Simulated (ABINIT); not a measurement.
# Ni (Im-3m) in ABINIT: further runs

Aim: see how the results for Ni move with the level of theory and the settings. Levels: LDA, PBEsol. Tasks: equation of state.

Program: ABINIT 10.8.3 (patched build). These are calculated values, not measurements. Logs are shortened: lines on timing, memory, paths and dates and some standing lists are left out, and cuts for length are marked. The log counts tension as positive stress, the text compression.

### Step 1. The structure

It takes space group Im-3m (No. 229, cubic). Conventional cell: a = 2.767 Å, b = 2.767 Å, c = 2.767 Å, α = 90.00°, β = 90.00°, γ = 90.00°. Ni (site symmetry m-3m) has 8 Ni at 2.40 Å as nearest neighbours.

This isn't the form of Ni at room conditions, which is fcc.

### Step 2. Equation of state, LDA, collinear spin, ferromagnetic start

File run.abi:

```
# Datasets: one volume each
ndtset 7
getwfk -1
scalecart1 3*0.9795861087
scalecart2 3*0.9864848297
scalecart3 3*0.9932883884
scalecart4 3*1.0000000000
scalecart5 3*1.0066227096
scalecart6 3*1.0131594038
scalecart7 3*1.0196128224

# Pseudopotentials
pp_dirpath "./"
pseudos "Ni.LDA_PW-JTH.xml"

# Structure
acell 3*1.0
rprim
    -2.6148432727     2.6148432727     2.6148432727
     2.6148432727    -2.6148432727     2.6148432727
     2.6148432727     2.6148432727    -2.6148432727
ntypat 1
znucl 28
natom 1
typat 1
xred
     0.0000000000     0.0000000000     0.0000000000

# Plane-wave basis
ecut 41.0
pawecutdg 63.0

# k points
kptopt 1
ngkpt 11 11 11
nshiftk 1
shiftk 0.0 0.0 0.0

# Exchange and correlation
ixc 7

# Bands and occupations
nband 14
occopt 3
tsmear 0.05 eV

# Spin
nsppol 2
spinat
     0.0000000000     0.0000000000     1.0000000000

# SCF cycle
nstep 100
tolvrs 1.0e-9

# Output
iomode 3
prtwf 1
prtden 0
prteig 0
prtebands 0
enunit 1
```

Potentials or basis: JTH PAW LDA v2.0.

Run with:

```
$ abinit run.abi > log 2>&1
```

run.abo:

```text
.Version 10.8.3 of ABINIT
 DATASET    1 : space group Im -3 m (#229); Bravais cI (body-center cubic)
================================================================================
 Values of the parameters that define the memory need for DATASET  1.
     intxc =       0    ionmov =       0      iscf =      17    lmnmax =      18
     lnmax =       6     mgfft =      27  mpssoang =       3    mqgrid =    3001
     natom =       1  nloc_mem =       2    nspden =       2   nspinor =       1
    nsppol =       2      nsym =      48    n1xccc =       1    ntypat =       1
    occopt =       3   xclevel =       1
       mpw =         861          nfft =       19683          nkpt =          56
 PAW method is used; the additional fine FFT grid is defined by:
   mgfftf=        32    nfftf =     32768
================================================================================
================================================================================
[... 71 lines left out ...]
 DATASET    7 : space group Im -3 m (#229); Bravais cI (body-center cubic)
================================================================================
 Values of the parameters that define the memory need for DATASET  7.
     intxc =       0    ionmov =       0      iscf =      17    lmnmax =      18
     lnmax =       6     mgfft =      30  mpssoang =       3    mqgrid =    3001
     natom =       1  nloc_mem =       2    nspden =       2   nspinor =       1
    nsppol =       2      nsym =      48    n1xccc =       1    ntypat =       1
    occopt =       3   xclevel =       1
       mpw =         962          nfft =       27000          nkpt =          56
 PAW method is used; the additional fine FFT grid is defined by:
   mgfftf=        36    nfftf =     46656
================================================================================
================================================================================

--------------------------------------------------------------------------------
------------- Echo of variables that govern the present computation ------------
--------------------------------------------------------------------------------
 -outvars: echo values of preprocessed input variables --------
            acell      1.0000000000E+00  1.0000000000E+00  1.0000000000E+00 Bohr
              amu      5.86900000E+01
             ecut      4.10000000E+01 Hartree
           enunit           1
           getwfk          -1
                       outvar_i_n : Printing only first  50 k-points.
              ixc           7
           jdtset        1    2    3    4    5    6    7
                       outvar_i_n : Printing only first  50 k-points.
         kptrlatt       11    0    0      0   11    0      0    0   11
          kptrlen1     4.88024465E+01
          kptrlen2     4.91461370E+01
          kptrlen3     4.94850866E+01
          kptrlen4     4.98194554E+01
          kptrlen5     5.01493952E+01
          kptrlen6     5.04750498E+01
          kptrlen7     5.07965556E+01
            natom           1
            nband          14
           ndtset           7
            ngfft1         27      27      27
            ngfft2         27      27      27
            ngfft3         27      27      27
            ngfft4         30      30      30
            ngfft5         30      30      30
            ngfft6         30      30      30
            ngfft7         30      30      30
          ngfftdg1         32      32      32
          ngfftdg2         32      32      32
          ngfftdg3         36      36      36
          ngfftdg4         36      36      36
          ngfftdg5         36      36      36
          ngfftdg6         36      36      36
          ngfftdg7         36      36      36
             nkpt          56
           nspden           2
           nsppol           2
            nstep         100
             nsym          48
           ntypat           1
                       prtocc : prtvol=0, do not print more k-points.
                       1.000000  1.000000  1.000000  1.000000  1.000000  1.000000
                       1.000000  1.000000  1.000000  0.000000  0.000000  0.000000
                       0.000000  0.000000
                       1.000000  1.000000  1.000000  1.000000  1.000000  1.000000
                       1.000000  1.000000  1.000000  0.000000  0.000000  0.000000
                       0.000000  0.000000
                       1.000000  1.000000  1.000000  1.000000  1.000000  1.000000
                       1.000000  1.000000  1.000000  0.000000  0.000000  0.000000
                       0.000000  0.000000
                       1.000000  1.000000  1.000000  1.000000  1.000000  1.000000
                       1.000000  1.000000  1.000000  0.000000  0.000000  0.000000
                       0.000000  0.000000
                       1.000000  1.000000  1.000000  1.000000  1.000000  1.000000
                       1.000000  1.000000  1.000000  0.000000  0.000000  0.000000
                       0.000000  0.000000
                       1.000000  1.000000  1.000000  1.000000  1.000000  1.000000
                       1.000000  1.000000  1.000000  0.000000  0.000000  0.000000
[... 118 lines left out ...]
                       1.000000  1.000000  1.000000  1.000000  1.000000  1.000000
                       1.000000  1.000000  1.000000  0.000000  0.000000  0.000000
                       0.000000  0.000000
                       1.000000  1.000000  1.000000  1.000000  1.000000  1.000000
                       1.000000  1.000000  1.000000  0.000000  0.000000  0.000000
                       0.000000  0.000000
                       1.000000  1.000000  1.000000  1.000000  1.000000  1.000000
                       1.000000  1.000000  1.000000  0.000000  0.000000  0.000000
                       0.000000  0.000000
                       1.000000  1.000000  1.000000  1.000000  1.000000  1.000000
                       1.000000  1.000000  1.000000  0.000000  0.000000  0.000000
                       0.000000  0.000000
                       1.000000  1.000000  1.000000  1.000000  1.000000  1.000000
                       1.000000  1.000000  1.000000  0.000000  0.000000  0.000000
                       0.000000  0.000000
                       prtocc : prtvol=0, do not print more k-points.
           occopt           3
        pawecutdg      6.30000000E+01 Hartree
           prtden           0
        prtebands           0
           prteig           0
            rprim1    -2.5614641464E+00  2.5614641464E+00  2.5614641464E+00
                       2.5614641464E+00 -2.5614641464E+00  2.5614641464E+00
                       2.5614641464E+00  2.5614641464E+00 -2.5614641464E+00
            rprim2    -2.5795032206E+00  2.5795032206E+00  2.5795032206E+00
                       2.5795032206E+00 -2.5795032206E+00  2.5795032206E+00
                       2.5795032206E+00  2.5795032206E+00 -2.5795032206E+00
            rprim3    -2.5972934603E+00  2.5972934603E+00  2.5972934603E+00
                       2.5972934603E+00 -2.5972934603E+00  2.5972934603E+00
                       2.5972934603E+00  2.5972934603E+00 -2.5972934603E+00
            rprim4    -2.6148432727E+00  2.6148432727E+00  2.6148432727E+00
                       2.6148432727E+00 -2.6148432727E+00  2.6148432727E+00
                       2.6148432727E+00  2.6148432727E+00 -2.6148432727E+00
            rprim5    -2.6321606203E+00  2.6321606203E+00  2.6321606203E+00
                       2.6321606203E+00 -2.6321606203E+00  2.6321606203E+00
                       2.6321606203E+00  2.6321606203E+00 -2.6321606203E+00
            rprim6    -2.6492530512E+00  2.6492530512E+00  2.6492530512E+00
                       2.6492530512E+00 -2.6492530512E+00  2.6492530512E+00
                       2.6492530512E+00  2.6492530512E+00 -2.6492530512E+00
            rprim7    -2.6661277294E+00  2.6661277294E+00  2.6661277294E+00
                       2.6661277294E+00 -2.6661277294E+00  2.6661277294E+00
                       2.6661277294E+00  2.6661277294E+00 -2.6661277294E+00
          spgroup         229
           spinat      0.0000000000E+00  0.0000000000E+00  1.0000000000E+00
           tolvrs      1.00000000E-09
           tsmear      1.83746611E-03 Hartree
            typat      1
           useylm           1
                       outvars : Printing only first  50 k-points.
            znucl       28.00000

================================================================================

 chkinp: Checking input parameters for consistency, jdtset=   1.

 chkinp: Checking input parameters for consistency, jdtset=   2.
[... 40 lines left out ...]
 getcut: wavevector=  0.0000  0.0000  0.0000  ngfft=  32  32  32
         ecut(hartree)=     63.000   => boxcut(ratio)=   2.02064

--- Pseudopotential description ------------------------------------------------
- pspini: atom type   1  psp file is ./Ni.LDA_PW-JTH.xml
 Pseudopotential format is: paw10
 basis_size (lnmax)=  6 (lmn_size= 18), orbitals=   0   0   1   1   2   2
 Spheres core radius: rc_sph= 1.81432190
 Shapefunction is SIN type: shapef(r)=[sin(pi*r/rshp)/(pi*r/rshp)]**2
 Radius for shape functions =  1.60094920
 Compensation charge density is not taken into account in XC energy/potential

   3.92036705E+02                                ecore*ucvol(ha*bohr**3)
--------------------------------------------------------------------------------

================================================================================

--- !BeginCycle
iteration_state: {dtset: 1, }
solver: {iscf: 17, nstep: 100, nline: 4, wfoptalg: 10, }
tolerances: {tolvrs: 1.00E-09, }
...
[... 1315 lines left out ...]
-Cartesian components of stress tensor (GPa)         [Pressure= -1.9309E+01 GPa]
- sigma(1 1)=  1.93085921E+01  sigma(3 2)=  0.00000000E+00
- sigma(2 2)=  1.93085921E+01  sigma(3 1)=  0.00000000E+00
- sigma(3 3)=  1.93085921E+01  sigma(2 1)=  0.00000000E+00

== END DATASET(S) ==============================================================
================================================================================

 -outvars: echo values of variables after computation  --------
            acell      1.0000000000E+00  1.0000000000E+00  1.0000000000E+00 Bohr
           etotal1    -1.7100233029E+02
           etotal2    -1.7100244464E+02
           etotal3    -1.7100232840E+02
           etotal4    -1.7100199670E+02
           etotal5    -1.7100147444E+02
           etotal6    -1.7100078143E+02
           etotal7    -1.7099993534E+02
            fcart1    -0.0000000000E+00 -0.0000000000E+00 -0.0000000000E+00
            fcart2    -0.0000000000E+00 -0.0000000000E+00 -0.0000000000E+00
            fcart3    -0.0000000000E+00 -0.0000000000E+00 -0.0000000000E+00
            fcart4    -0.0000000000E+00 -0.0000000000E+00 -0.0000000000E+00
            fcart5    -0.0000000000E+00 -0.0000000000E+00 -0.0000000000E+00
            fcart6    -0.0000000000E+00 -0.0000000000E+00 -0.0000000000E+00
            fcart7    -0.0000000000E+00 -0.0000000000E+00 -0.0000000000E+00
            rprim1    -2.5614641464E+00  2.5614641464E+00  2.5614641464E+00
                       2.5614641464E+00 -2.5614641464E+00  2.5614641464E+00
                       2.5614641464E+00  2.5614641464E+00 -2.5614641464E+00
[... 17 lines left out ...]
                       2.6661277294E+00  2.6661277294E+00 -2.6661277294E+00
           strten1    -1.5371661892E-04 -1.5371661892E-04 -1.5371661892E-04
                       0.0000000000E+00  0.0000000000E+00  0.0000000000E+00
           strten2     2.4060815434E-05  2.4060815434E-05  2.4060815434E-05
                       0.0000000000E+00  0.0000000000E+00  0.0000000000E+00
           strten3     1.7677671717E-04  1.7677671717E-04  1.7677671717E-04
                       0.0000000000E+00  0.0000000000E+00  0.0000000000E+00
           strten4     3.1662369385E-04  3.1662369385E-04  3.1662369385E-04
                       0.0000000000E+00  0.0000000000E+00  0.0000000000E+00
           strten5     4.4223790456E-04  4.4223790456E-04  4.4223790456E-04
                       0.0000000000E+00  0.0000000000E+00  0.0000000000E+00
           strten6     5.5523738466E-04  5.5523738466E-04  5.5523738466E-04
                       0.0000000000E+00  0.0000000000E+00  0.0000000000E+00
           strten7     6.5628570743E-04  6.5628570743E-04  6.5628570743E-04
                       0.0000000000E+00  0.0000000000E+00  0.0000000000E+00
 Calculation completed.
```

It took 6 min on 1 thread of Arm Neoverse V1, shared host; peak memory 0.15 GiB.

Results:

| Property | Result |
| --- | --- |
| Equilibrium volume | 10.17 Å³/atom |
| Bulk modulus | 233 GPa |
| Pressure derivative of the bulk modulus | 4.1 (rough: it moves with the points fitted) |

Energy against volume, from the lowest point:
```
volume (Å³/atom)  energy (meV/atom)
           9.962               3.11
          10.174               0.00
          10.385               3.16
          10.597              12.19
          10.809              26.40
          11.021              45.26
          11.233              68.28
```

Caveat: pressures at fixed basis lie under the slope of the energies.

### Step 3. Equation of state, PBEsol, collinear spin, ferromagnetic start

run.abi, as its differences from that of step 2:

```diff
@@ -13,3 +13,3 @@
 pp_dirpath "./"
-pseudos "Ni.LDA_PW-JTH.xml"
+pseudos "Ni.GGA_PBE-JTH.xml"
 
@@ -31,2 +31,3 @@
 pawecutdg 63.0
+pawxcdev 0
 
@@ -39,3 +40,3 @@
 # Exchange and correlation
-ixc 7
+ixc -116133
```

Potentials or basis: JTH PAW PBE v2.0.

Run with:

```
$ abinit run.abi > log 2>&1
```

run.abo:

```text
.Version 10.8.3 of ABINIT
 DATASET    1 : space group Im -3 m (#229); Bravais cI (body-center cubic)
================================================================================
 Values of the parameters that define the memory need for DATASET  1.
     intxc =       0    ionmov =       0      iscf =      17    lmnmax =      18
     lnmax =       6     mgfft =      27  mpssoang =       3    mqgrid =    3001
     natom =       1  nloc_mem =       2    nspden =       2   nspinor =       1
    nsppol =       2      nsym =      48    n1xccc =       1    ntypat =       1
    occopt =       3   xclevel =       2
       mpw =         861          nfft =       19683          nkpt =          56
 PAW method is used; the additional fine FFT grid is defined by:
   mgfftf=        32    nfftf =     32768
================================================================================
================================================================================
[... 71 lines left out ...]
 DATASET    7 : space group Im -3 m (#229); Bravais cI (body-center cubic)
================================================================================
 Values of the parameters that define the memory need for DATASET  7.
     intxc =       0    ionmov =       0      iscf =      17    lmnmax =      18
     lnmax =       6     mgfft =      30  mpssoang =       3    mqgrid =    3001
     natom =       1  nloc_mem =       2    nspden =       2   nspinor =       1
    nsppol =       2      nsym =      48    n1xccc =       1    ntypat =       1
    occopt =       3   xclevel =       2
       mpw =         962          nfft =       27000          nkpt =          56
 PAW method is used; the additional fine FFT grid is defined by:
[... 1586 lines left out ...]

 -outvars: echo values of variables after computation  --------
            acell      1.0000000000E+00  1.0000000000E+00  1.0000000000E+00 Bohr
           etotal1    -1.7076390711E+02
           etotal2    -1.7076444992E+02
           etotal3    -1.7076474011E+02
           etotal4    -1.7076479422E+02
           etotal5    -1.7076463938E+02
           etotal6    -1.7076429780E+02
           etotal7    -1.7076378882E+02
            fcart1    -0.0000000000E+00 -0.0000000000E+00 -0.0000000000E+00
            fcart2    -0.0000000000E+00 -0.0000000000E+00 -0.0000000000E+00
            fcart3    -0.0000000000E+00 -0.0000000000E+00 -0.0000000000E+00
            fcart4    -0.0000000000E+00 -0.0000000000E+00 -0.0000000000E+00
            fcart5    -0.0000000000E+00 -0.0000000000E+00 -0.0000000000E+00
            fcart6    -0.0000000000E+00 -0.0000000000E+00 -0.0000000000E+00
            fcart7    -0.0000000000E+00 -0.0000000000E+00 -0.0000000000E+00
            rprim1    -2.5614641464E+00  2.5614641464E+00  2.5614641464E+00
                       2.5614641464E+00 -2.5614641464E+00  2.5614641464E+00
                       2.5614641464E+00  2.5614641464E+00 -2.5614641464E+00
[... 17 lines left out ...]
                       2.6661277294E+00  2.6661277294E+00 -2.6661277294E+00
           strten1    -4.6202926761E-04 -4.6202926761E-04 -4.6202926761E-04
                       0.0000000000E+00  0.0000000000E+00  0.0000000000E+00
           strten2    -2.7005641018E-04 -2.7005641018E-04 -2.7005641018E-04
                       0.0000000000E+00  0.0000000000E+00  0.0000000000E+00
           strten3    -1.0196213632E-04 -1.0196213632E-04 -1.0196213632E-04
                       0.0000000000E+00  0.0000000000E+00  0.0000000000E+00
           strten4     5.1937298200E-05  5.1937298200E-05  5.1937298200E-05
                       0.0000000000E+00  0.0000000000E+00  0.0000000000E+00
           strten5     1.8936739886E-04  1.8936739886E-04  1.8936739886E-04
                       0.0000000000E+00  0.0000000000E+00  0.0000000000E+00
           strten6     3.1293687837E-04  3.1293687837E-04  3.1293687837E-04
                       0.0000000000E+00  0.0000000000E+00  0.0000000000E+00
           strten7     4.2359249947E-04  4.2359249947E-04  4.2359249947E-04
                       0.0000000000E+00  0.0000000000E+00  0.0000000000E+00
 Calculation completed.
```

Wall time 6.1 min (1 thread of Arm Neoverse V1, shared host); peak memory 0.17 GiB.

Results:

* Equilibrium volume: 10.54 Å³/atom
* Bulk modulus: 219 GPa
* Pressure derivative of the bulk modulus: 4.3 (rough: it moves with the points fitted)

Energy against volume, from the lowest point:
```
volume (Å³/atom)  energy (meV/atom)
           9.962              24.14
          10.174               9.37
          10.385               1.47
          10.597               0.00
          10.809               4.21
          11.021              13.51
          11.233              27.36
```

Caveat: pressures at fixed basis lie under the slope of the energies; the PAW data sets were made with another functional, which shifts forces and pressure a little.
